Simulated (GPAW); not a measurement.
# A Nb chain with a Ti atom on top of one atom: transmission at several levels

Wanted: the zero-bias transmission of a Nb chain with a Ti atom on top of one atom on a ladder of levels, with run times.

Calculated with GPAW 26.7.0; GPAW LCAO, PAW setups; Landauer transmission from Green's functions with principal layers (ASE), zero bias.

This is a report of a sequence of runs, with most program output left out.

## (1) The starting structure

The cell holds 16 atoms: 15 Nb and 1 Ti. Its edges and angles: a = 9.000 Å, b = 9.000 Å, c = 35.250 Å, α = 90.0°, β = 90.0°, γ = 90.0°. Regions: left lead, 7 atoms (7 Nb); channel, 2 atoms (1 Nb and 1 Ti); right lead, 7 atoms (7 Nb). Vacuum lies along a and b. The structure is stacked along c, and the current runs across the ab planes.

Structure file:

```cif
data_structure
_symmetry_space_group_name_H-M 'P 1'
_symmetry_Int_Tables_number 1
_cell_length_a 9.0000
_cell_length_b 9.0000
_cell_length_c 35.2500
_cell_angle_alpha 90.000
_cell_angle_beta 90.000
_cell_angle_gamma 90.000
_cell_volume 2855.25
loop_
_atom_site_label
_atom_site_type_symbol
_atom_site_fract_x
_atom_site_fract_y
_atom_site_fract_z
_atom_site_occupancy
Nb1 Nb 0.50000 0.50000 0.03333 1
Nb2 Nb 0.50000 0.50000 0.10000 1
Nb3 Nb 0.50000 0.50000 0.16667 1
Nb4 Nb 0.50000 0.50000 0.23333 1
Nb5 Nb 0.50000 0.50000 0.30000 1
Nb6 Nb 0.50000 0.50000 0.36667 1
Nb7 Nb 0.50000 0.50000 0.43333 1
Nb8 Nb 0.50000 0.50000 0.50000 1
Ti9 Ti 0.74662 0.50000 0.50000 1
Nb10 Nb 0.50000 0.50000 0.56667 1
Nb11 Nb 0.50000 0.50000 0.63333 1
Nb12 Nb 0.50000 0.50000 0.70000 1
Nb13 Nb 0.50000 0.50000 0.76667 1
Nb14 Nb 0.50000 0.50000 0.83333 1
Nb15 Nb 0.50000 0.50000 0.90000 1
Nb16 Nb 0.50000 0.50000 0.96667 1
```

## (2) Double-zeta polarised basis

The script solves lead and junction separately, takes H and S in the orbital basis, and joins semi-infinite leads through their self-energies; the dzp basis is the working standard.

File run.py:

```python
import json
import numpy as np
from ase import Atoms
from ase.transport.calculators import TransportCalculator
from gpaw import GPAW, FermiDirac
from gpaw.lcao.tools import get_lcao_hamiltonian
from scipy.linalg import eigh

# The junction with lead layers at both ends, along the third cell vector
device = Atoms(
    ['Nb', 'Nb', 'Nb', 'Nb', 'Nb', 'Nb', 'Nb', 'Nb', 'Ti', 'Nb', 'Nb', 'Nb', 'Nb', 'Nb', 'Nb', 'Nb'],
    positions=[
        [4.50000, 4.50000, 1.17500],
        [4.50000, 4.50000, 3.52500],
        [4.50000, 4.50000, 5.87500],
        [4.50000, 4.50000, 8.22500],
        [4.50000, 4.50000, 10.57500],
        [4.50000, 4.50000, 12.92500],
        [4.50000, 4.50000, 15.27500],
        [4.50000, 4.50000, 17.62500],
        [6.71960, 4.50000, 17.62500],
        [4.50000, 4.50000, 19.97500],
        [4.50000, 4.50000, 22.32500],
        [4.50000, 4.50000, 24.67500],
        [4.50000, 4.50000, 27.02500],
        [4.50000, 4.50000, 29.37500],
        [4.50000, 4.50000, 31.72500],
        [4.50000, 4.50000, 34.07500]],
    cell=[[9.0, 0.0, 0.0], [0.0, 9.0, 0.0], [0.0, 0.0, 35.25]],
    pbc=True)

# One principal layer of the lead: the first 5 atoms of the device
lead = Atoms(
    ['Nb', 'Nb', 'Nb', 'Nb', 'Nb'],
    positions=[
        [4.50000, 4.50000, 1.17500],
        [4.50000, 4.50000, 3.52500],
        [4.50000, 4.50000, 5.87500],
        [4.50000, 4.50000, 8.22500],
        [4.50000, 4.50000, 10.57500]],
    cell=[[9.0, 0.0, 0.0], [0.0, 9.0, 0.0], [0.0, 0.0, 11.75]],
    pbc=True)

settings = dict(mode='lcao', basis='dzp', xc='PBE', h=0.2,
                occupations=FermiDirac(0.1), maxiter=250,
                mixer=dict(beta=0.1, nmaxold=8, weight=100.0),
                convergence=dict(density=0.0001))
energies = np.arange(-3, 3 + 1e-9, 0.075)
eta = 0.0001
n1, n2 = 1, 1
# k and -k transmit alike, so half of the mesh across the current serves
mesh = [(i, j) for i in range(n1) for j in range(n2) if (i, j) <= (-i % n1, -j % n2)]
weights = np.array([1 if (i, j) == (-i % n1, -j % n2) else 2 for i, j in mesh]) / (n1 * n2)

# [... helper functions left out ...]
fermi_lead = ground_state(lead, (1, 1, 10), 'lead.txt')
fermi_device = ground_state(device, (1, 1, 2), 'device.txt')
# [... loop over the mesh left out, but for ...]
        # Shift the lead onto the potential of the device's first layer
        shift = ((H[:, 0, 0] - H0[:, 0, 0]) / S0[0, 0]).real.mean()
# [...]
kT = 8.617333e-5 * 300
bias = [0.1, 0.2, 0.5, 1.0, 1.5, 2.0]
# [... integrals and printing left out ...]
```

Run with:

```bash
$ OMP_NUM_THREADS=1 OPENBLAS_NUM_THREADS=1 python run.py
```

Elapsed: 5.2 min, on 1 thread of Intel Xeon Platinum 8488C (Sapphire Rapids), shared host; peak memory 1.6 GiB.

Numbers from this step:

| Item | Value |
| --- | --- |
| conductance | 4.152 G₀ |
| largest coupling past the next principal layer | 3.08e-7 eV |
| largest misfit of the first principal layer | 0.02786 eV |
| shift that aligns the lead | -0.01390 eV |
| basis functions of the junction | 464 |
| basis functions of a principal layer | 145 |
| transmission at the Fermi level (one spin) | 4.163 |

One spin. Table of transmission, zone mean by energy, zero at the Fermi level:

```tsv
energy (eV)	transmission, zone mean
-3.00	0.998
-2.85	0.997
-2.70	0.997
-2.55	2.17
-2.33	2.55
-2.17	2.65
-2.02	2.71
-1.95	2.73
-1.88	2.66
-1.73	2.56
-1.57	2.72
-1.35	3.26
-1.20	3.39
-1.05	2.51
-0.90	3.54
-0.82	3.55
-0.75	3.50
-0.60	3.05
-0.38	3.68
-0.23	4.04
-0.07	4.12
0.00	4.16
0.07	4.16
0.23	4.05
0.38	3.73
0.60	2.91
0.75	2.44
0.90	2.29
1.05	2.25
1.20	2.20
1.35	2.06
1.57	3.04
1.73	2.00
1.88	1.84
2.02	1.89
2.17	1.94
2.33	1.85
2.55	1.95
2.70	1.29
2.85	0.998
3.00	1.05
```

Not self-consistent under bias; the bias window is split evenly. Current through one cell, from the zero-bias transmission against bias:

```tsv
bias (V)	current through one cell, from the zero-bias transmission (mA)
0.100	0.0321
0.200	0.0642
0.500	0.159
1.000	0.304
1.500	0.423
2.000	0.535
```

Table of transmission of the three most open eigenchannels by energy, zero at the Fermi level:

```tsv
energy (eV)	channel 1	channel 2	channel 3
-3.00	0.998	2.0e-6	0
-2.85	0.997	2.0e-6	1.4e-11
-2.70	0.997	2.0e-6	2.7e-10
-2.55	0.996	0.942	0.231
-2.33	0.995	0.988	0.565
-2.17	0.992	0.990	0.666
-2.02	0.991	0.982	0.739
-1.88	0.992	0.836	0.833
-1.73	0.991	0.985	0.588
-1.57	0.999	0.989	0.728
-1.35	0.999	0.980	0.744
-1.20	0.999	0.951	0.757
-1.05	0.997	0.768	0.747
-0.90	0.994	0.974	0.790
-0.75	0.993	0.983	0.806
-0.60	0.996	0.946	0.871
-0.38	0.995	0.995	0.853
-0.23	0.984	0.979	0.901
-0.07	0.969	0.965	0.932
0.00	0.973	0.951	0.942
0.07	0.971	0.949	0.931
0.23	0.960	0.958	0.862
0.38	0.967	0.931	0.760
0.60	0.974	0.805	0.567
0.75	0.976	0.647	0.431
0.90	0.978	0.425	0.297
1.05	0.980	0.494	0.291
1.20	0.979	0.659	0.297
1.35	0.974	0.756	0.160
1.57	0.992	0.933	0.840
1.73	0.999	0.846	0.144
1.88	0.998	0.847	1.5e-6
2.02	0.998	0.890	1.4e-6
2.17	0.999	0.942	1.3e-6
2.33	0.985	0.869	1.6e-6
2.55	0.989	0.960	1.3e-6
2.70	0.990	0.298	1.2e-6
2.85	0.991	0.00747	1.4e-6
3.00	0.992	0.0574	1.1e-6
```

Couplings past the next layer reach 3.1e-7 eV, small enough to drop; the matrix elements of the cell's first layer differ from the bulk lead's by up to 0.028 eV. That layer keeps its own values in the calculation, and only beyond it is the lead taken as perfect. The Fermi levels of lead and junction count from different zeros of potential, one for each periodic cell; with both set to zero, the small remaining shift is what aligns them. By hand: G = 4.152 × 77.48 μS = 322 μS, a resistance of 3.11 kΩ; at 0.1 V a linear junction would pass 32.2 μA, and the integral over the bias window gives 32.1 μA.

## (3) Single-zeta polarised basis

The second zeta is dropped, the polarisation orbitals stay.

Edit run.py of step 2 so:

```diff
@@ -43,3 +43,3 @@
 
-settings = dict(mode='lcao', basis='dzp', xc='PBE', h=0.2,
+settings = dict(mode='lcao', basis='szp(dzp)', xc='PBE', h=0.2,
                 occupations=FermiDirac(0.1), maxiter=250,
```

Run time: 4.3 min. Hardware: 1 thread; peak memory 1.4 GiB.

Numbers from this step:

```yaml
conductance: 4.161 G₀
largest_coupling_past_the_next_principal_layer: 3.00e-7 eV
largest_misfit_of_the_first_principal_layer: 0.02463 eV
shift_that_aligns_the_lead: -0.009458 eV
basis_functions_of_the_junction: 256
basis_functions_of_a_principal_layer: 80
transmission_at_the_fermi_level_one_spin: 4.169
```

One spin. Table of transmission, zone mean by energy, zero at the Fermi level:

```tsv
energy (eV)	transmission, zone mean
-3.00	0.998
-2.77	0.958
-2.55	0.998
-2.40	2.34
-2.17	2.60
-1.95	2.73
-1.88	2.76
-1.73	2.00
-1.57	2.65
-1.35	2.73
-1.20	3.21
-1.12	3.17
-0.90	3.49
-0.82	3.51
-0.75	3.47
-0.53	3.57
-0.30	4.01
-0.07	4.13
0.00	4.17
0.07	4.18
0.30	3.97
0.53	3.34
0.75	2.55
0.90	2.36
1.12	2.35
1.35	2.29
1.57	2.80
1.73	2.62
1.95	1.87
2.17	1.93
2.40	1.93
2.55	1.94
2.77	1.06
3.00	1.04
```

Not self-consistent under bias; the bias window is split evenly. Current through one cell, from the zero-bias transmission against bias:

```tsv
bias (V)	current through one cell, from the zero-bias transmission (mA)
0.100	0.0322
0.200	0.0643
0.500	0.160
1.000	0.306
1.500	0.427
2.000	0.540
```

The transmission of the three most open eigenchannels by energy, zero at the Fermi level:

```tsv
energy (eV)	channel 1	channel 2	channel 3
-3.00	0.998	8.1e-6	0
-2.77	0.958	8.2e-6	3.0e-11
-2.55	0.998	8.2e-6	7.7e-8
-2.40	0.997	0.990	0.356
-2.17	0.994	0.993	0.615
-1.95	0.994	0.983	0.752
-1.73	0.992	0.961	0.0487
-1.57	0.997	0.989	0.662
-1.35	0.999	0.978	0.757
-1.12	0.998	0.788	0.750
-0.90	0.994	0.975	0.774
-0.75	0.993	0.981	0.798
-0.53	0.997	0.955	0.914
-0.30	0.992	0.982	0.876
-0.07	0.972	0.966	0.929
0.00	0.970	0.962	0.938
0.07	0.971	0.947	0.944
0.30	0.958	0.956	0.855
0.53	0.966	0.886	0.697
0.75	0.970	0.702	0.500
0.90	0.972	0.510	0.349
1.12	0.973	0.528	0.391
1.35	0.969	0.719	0.411
1.57	0.933	0.853	0.757
1.73	0.999	0.848	0.540
1.95	0.997	0.877	8.1e-6
2.17	0.998	0.935	7.5e-6
2.40	0.984	0.949	1.0e-5
2.55	0.987	0.958	8.4e-6
2.77	0.989	0.0714	7.6e-6
3.00	0.991	0.0526	7.7e-6
```

The conductance, 4.16 G₀, lies 0.2 % above that of the dzp run.

## (4) GPAW, sz: basis = "sz(dzp)"

One function for each valence shell of the setup, as for a first survey of a large system.

Edit run.py of step 3 so:

```diff
@@ -43,3 +43,3 @@
 
-settings = dict(mode='lcao', basis='szp(dzp)', xc='PBE', h=0.2,
+settings = dict(mode='lcao', basis='sz(dzp)', xc='PBE', h=0.2,
                 occupations=FermiDirac(0.1), maxiter=250,
```

Elapsed: 3.3 min, on 1 thread; peak memory 1.3 GiB.

This step gave:

```yaml
conductance: 4.176 G₀
largest_coupling_past_the_next_principal_layer: 2.93e-7 eV
largest_misfit_of_the_first_principal_layer: 0.02858 eV
shift_that_aligns_the_lead: -0.007446 eV
basis_functions_of_the_junction: 208
basis_functions_of_a_principal_layer: 65
transmission_at_the_fermi_level_one_spin: 4.184
```

One spin. The transmission, zone mean by energy, zero at the Fermi level:

```tsv
energy (eV)	transmission, zone mean
-3.00	0.998
-2.85	0.996
-2.70	0.996
-2.55	0.996
-2.33	2.46
-2.17	2.60
-2.02	2.68
-1.95	2.70
-1.88	2.69
-1.73	2.21
-1.57	2.65
-1.35	2.73
-1.20	3.12
-1.05	2.79
-0.90	3.45
-0.82	3.48
-0.75	3.44
-0.60	2.96
-0.38	3.67
-0.23	4.06
-0.07	4.14
0.00	4.18
0.07	4.20
0.23	4.12
0.38	3.86
0.60	3.20
0.75	2.70
0.90	2.47
1.05	2.45
1.20	2.42
1.35	2.38
1.57	2.86
1.73	2.60
1.88	2.42
2.02	2.03
2.17	1.93
2.33	1.96
2.55	1.97
2.70	1.47
2.85	0.993
3.00	1.03
```

The conductance, 4.18 G₀, lies 0.6 % above that of the dzp run.

## (5) LDA in the dzp basis: xc = "LDA"

Back in the dzp basis, the functional changes from PBE to LDA, to set the spread between functionals beside that between bases.

Edit run.py of step 4 so:

```diff
@@ -43,3 +43,3 @@
 
-settings = dict(mode='lcao', basis='sz(dzp)', xc='PBE', h=0.2,
+settings = dict(mode='lcao', basis='dzp', xc='LDA', h=0.2,
                 occupations=FermiDirac(0.1), maxiter=250,
```

It took 5.5 min on 1 thread; peak memory 1.6 GiB.

Numbers from this step:

```yaml
conductance: 4.166 G₀
largest_coupling_past_the_next_principal_layer: 1.93e-7 eV
largest_misfit_of_the_first_principal_layer: 0.02638 eV
shift_that_aligns_the_lead: -0.01405 eV
basis_functions_of_the_junction: 464
basis_functions_of_a_principal_layer: 145
transmission_at_the_fermi_level_one_spin: 4.176
```

The conductance, 4.17 G₀, lies 0.3 % above that of the dzp run.

## (6) All levels side by side

Times are for 1 thread of Intel Xeon Platinum 8488C (Sapphire Rapids), shared host. The series side by side:

```tsv
no.	run	conductance (G₀)	time	memory (GiB)
1	dzp	4.152	5.2 min	1.6
2	szp	4.161	4.3 min	1.4
3	sz	4.176	3.3 min	1.3
4	dzp LDA	4.166	5.5 min	1.6
```

## (7) The levels side by side

The curves are compared point by point over the common energies.

This step: comparison of transmission and cost over codes and levels (GPAW 26.7.0).

Ladder, by row:

```tsv
step	code	T at the Fermi level (sum over the listed spins)	conductance (G0)	r.m.s. T(E) from the first	wall time (s)	peak memory (GiB)	threads
dzp	GPAW	4.163	4.152	0	309.9	1.57	1
szp	GPAW	4.169	4.161	0.2279	258.8	1.42	1
sz	GPAW	4.184	4.176	0.2489	200.2	1.34	1
dzp-LDA	GPAW	4.176	4.166	0.1068	327.5	1.58	1
```

Transmission, zone mean, sum over the listed spins against energy, zero at the Fermi level:

```tsv
energy (eV)	dzp	szp	sz	dzp-LDA
-3.00	0.998	0.998	0.998	0.998
-2.77	0.997	0.958	0.992	0.996
-2.55	2.17	0.998	0.996	2.09
-2.25	2.60	2.54	2.54	2.58
-2.02	2.71	2.69	2.68	2.70
-1.95	2.73	2.73	2.70	2.72
-1.80	1.99	2.68	2.24	2.17
-1.57	2.72	2.65	2.65	2.72
-1.35	3.26	2.73	2.73	3.31
-1.20	3.39	3.21	3.12	3.42
-1.05	2.51	2.60	2.79	2.90
-0.82	3.55	3.51	3.48	3.56
-0.60	3.05	3.00	2.96	3.03
-0.38	3.68	3.67	3.67	3.70
-0.15	4.05	4.08	4.08	4.09
0.00	4.16	4.17	4.18	4.18
0.07	4.16	4.18	4.20	4.17
0.15	4.13	4.16	4.18	4.13
0.38	3.73	3.81	3.86	3.71
0.60	2.91	3.06	3.20	2.85
0.82	2.34	2.41	2.54	2.36
1.05	2.25	2.35	2.45	2.28
1.35	2.06	2.29	2.38	2.09
1.57	3.04	2.80	2.86	3.01
1.80	1.92	2.41	2.46	1.92
2.02	1.89	1.89	2.03	1.89
2.25	1.77	1.96	1.95	1.95
2.55	1.95	1.94	1.97	1.95
2.77	1.02	1.06	1.11	1.03
3.00	1.05	1.04	1.03	0.995
```

## (8) Mixing 0.02

Mixing changes the road to self-consistency, not its end. The mixing history changes the road to self-consistency, not its end.

This step: GPAW LCAO, PAW setups; Landauer transmission from Green's functions with principal layers (ASE), zero bias (GPAW 26.7.0).

Edit run.py of step 5 so:

```diff
@@ -43,5 +43,5 @@
 
-settings = dict(mode='lcao', basis='dzp', xc='LDA', h=0.2,
+settings = dict(mode='lcao', basis='dzp', xc='PBE', h=0.2,
                 occupations=FermiDirac(0.1), maxiter=250,
-                mixer=dict(beta=0.1, nmaxold=8, weight=100.0),
+                mixer=dict(beta=0.02, nmaxold=12, weight=100.0),
                 convergence=dict(density=0.0001))
```

Elapsed: 4.3 min, on 1 thread; peak memory 1.6 GiB.

This step gave:

| Item | Value |
| --- | --- |
| conductance | 4.152 G₀ |
| largest coupling past the next principal layer | 3.08e-7 eV |
| largest misfit of the first principal layer | 0.02706 eV |
| shift that aligns the lead | -0.01439 eV |
| transmission at the Fermi level (one spin) | 4.163 |

One spin. Table of transmission, zone mean by energy, zero at the Fermi level:

```tsv
energy (eV)	transmission, zone mean
-3.00	0.997
-2.85	0.997
-2.70	0.997
-2.55	2.17
-2.33	2.55
-2.17	2.65
-2.02	2.71
-1.95	2.73
-1.88	2.66
-1.73	2.56
-1.57	2.72
-1.35	3.26
-1.20	3.39
-1.05	2.51
-0.90	3.54
-0.82	3.55
-0.75	3.50
-0.60	3.05
-0.38	3.68
-0.23	4.04
-0.07	4.12
0.00	4.16
0.07	4.16
0.23	4.05
0.38	3.73
0.60	2.91
0.75	2.44
0.90	2.29
1.05	2.25
1.20	2.20
1.35	2.06
1.57	3.04
1.73	2.00
1.88	1.84
2.02	1.89
2.17	1.94
2.33	1.85
2.55	1.95
2.70	1.29
2.85	0.998
3.00	1.05
```

Not self-consistent under bias; the bias window is split evenly. Current through one cell, from the zero-bias transmission against bias:

```tsv
bias (V)	current through one cell, from the zero-bias transmission (mA)
0.100	0.0321
0.200	0.0642
0.500	0.159
1.000	0.304
1.500	0.423
2.000	0.535
```

Table of transmission of the three most open eigenchannels by energy, zero at the Fermi level:

```tsv
energy (eV)	channel 1	channel 2	channel 3
-3.0000	0.997	2.0e-6	0
-2.7750	0.996	1.9e-6	5.0e-11
-2.4750	0.996	0.973	0.385
-2.2500	0.994	0.989	0.621
-2.0250	0.991	0.982	0.739
-1.7250	0.991	0.985	0.588
-1.5000	0.999	0.988	0.746
-1.2750	0.999	0.972	0.750
-0.9750	0.996	0.896	0.775
-0.7500	0.993	0.983	0.806
-0.5250	0.996	0.958	0.924
-0.2250	0.984	0.978	0.901
0.0000	0.973	0.951	0.942
0.2250	0.960	0.958	0.862
0.5250	0.972	0.859	0.636
0.7500	0.976	0.648	0.431
0.9750	0.979	0.375	0.315
1.2750	0.978	0.714	0.257
1.5000	0.881	0.803	0.655
1.7250	0.999	0.847	0.145
2.0250	0.998	0.890	1.4e-6
2.2500	0.972	0.797	7.2e-7
2.4750	0.998	0.987	1.3e-6
2.7750	0.990	0.0282	1.1e-6
3.0000	0.992	0.0575	1.1e-6
```

The conductance equals that of the dzp run to 0.2 %.

## (9) Broadening 1e-06: eta = 1e-06

The broadening keeps the Green's functions finite; too large a value absorbs electrons where channels are open and leaks them where none are.

Edit run.py of step 8 so:

```diff
@@ -45,6 +45,6 @@
                 occupations=FermiDirac(0.1), maxiter=250,
-                mixer=dict(beta=0.02, nmaxold=12, weight=100.0),
+                mixer=dict(beta=0.1, nmaxold=8, weight=100.0),
                 convergence=dict(density=0.0001))
 energies = np.arange(-3, 3 + 1e-9, 0.075)
-eta = 0.0001
+eta = 1e-06
 n1, n2 = 1, 1
```

The job ended after 5.2 min (1 thread; peak memory 1.6 GiB).

This step gave:

```yaml
conductance: 4.160 G₀
largest_misfit_of_the_first_principal_layer: 0.02786 eV
shift_that_aligns_the_lead: -0.01390 eV
transmission_at_the_fermi_level_one_spin: 4.171
```

One spin. Transmission, zone mean against energy, zero at the Fermi level:

energy (eV), transmission, zone mean and a bar from the least value:
```
    -3.00       1.00 
    -2.70       1.00 
    -2.40       2.48 ##############
    -2.17       2.65 ################
    -1.95       2.74 ################
    -1.88       2.67 ################
    -1.57       2.72 ################
    -1.27       3.36 ######################
    -1.20       3.39 #######################
    -0.97       3.45 #######################
    -0.82       3.56 ########################
    -0.75       3.50 ########################
    -0.45       3.69 #########################
    -0.15       4.06 #############################
     0.00       4.17 ##############################
     0.07       4.17 ##############################
     0.15       4.14 ##############################
     0.45       3.50 ########################
     0.75       2.44 ##############
     0.97       2.27 ############
     1.27       2.15 ###########
     1.57       3.05 ###################
     1.88       1.85 ########
     2.17       1.94 #########
     2.40       1.96 #########
     2.70       1.29 ###
     3.00       1.05
```

Not self-consistent under bias; the bias window is split evenly. The current through one cell, from the zero-bias transmission by bias:

```tsv
bias (V)	current through one cell, from the zero-bias transmission (mA)
0.100	0.0322
0.200	0.0643
0.500	0.159
1.000	0.304
1.500	0.424
2.000	0.536
```

Transmission of the three most open eigenchannels against energy, zero at the Fermi level:

```tsv
energy (eV)	channel 1	channel 2	channel 3
-3.0000	1.000	2.0e-10	0
-2.7750	0.998	2.0e-10	0
-2.4750	0.997	0.977	0.388
-2.2500	0.995	0.992	0.623
-2.0250	0.993	0.983	0.740
-1.7250	0.993	0.986	0.589
-1.5000	1.000	0.989	0.747
-1.2750	1.000	0.973	0.751
-0.9750	0.997	0.898	0.777
-0.7500	0.994	0.984	0.807
-0.5250	0.997	0.959	0.925
-0.2250	0.986	0.981	0.902
0.0000	0.976	0.952	0.943
0.2250	0.961	0.960	0.863
0.5250	0.972	0.862	0.637
0.7500	0.977	0.649	0.432
0.9750	0.980	0.375	0.316
1.2750	0.979	0.715	0.258
1.5000	0.883	0.804	0.660
1.7250	1.000	0.848	0.145
2.0250	0.998	0.891	1.4e-10
2.2500	0.973	0.802	7.4e-11
2.4750	1.000	0.988	1.4e-10
2.7750	0.991	0.0283	1.1e-10
3.0000	0.993	0.0576	1.1e-10
```

The conductance equals that of the dzp run to 0.2 %.

## (10) What came out

| Property | Result |
| --- | --- |
| conductance | 4.15 G₀ |
| transmission at the Fermi level, mean of the spins | 4.16 |
| thermopower | about 0 (under 1.5 μV/K) |

In the dzp basis the junction conducts 4.15 G₀ at 300 K, with T = 4.16 a spin at the Fermi level; the sz basis reaches that conductance within 10 %. At the Fermi level the three most open eigenchannels pass 0.97, 0.95 and 0.94. Measured against the first run (dzp), the nearest curve is that of dzp-LDA (r.m.s. 0.11) and the farthest that of sz (0.25). Over the compared runs wall time goes from 200 s (sz) to 328 s (dzp-LDA), on a shared host. The geometry was built from estimated bond lengths and not relaxed, so the numbers describe this model structure. The run had no spin polarisation, so a magnetic state, which chains and small molecules with open shells often have, wasn't tested. An evenly spaced straight chain is an idealisation: free chains tend to dimerise, zigzag or, where a band edge lies near the Fermi level, turn magnetic. The currents use the zero-bias T(E) throughout, which holds only while the bias is small against the distance to the nearest feature. The energy step is wider than the thermal energy, so the conductance and thermopower rest on interpolation of T(E).

[Logs are printed without paths, hosts, clocks, repeated set-up lines and the standing remarks that a program may print on its own settings, such as how far it seeks lower states.]

[Hosts, paths, dates, database ids (printed as entryN), source tags and the programs' standing remarks are cut or masked in the printed files.]
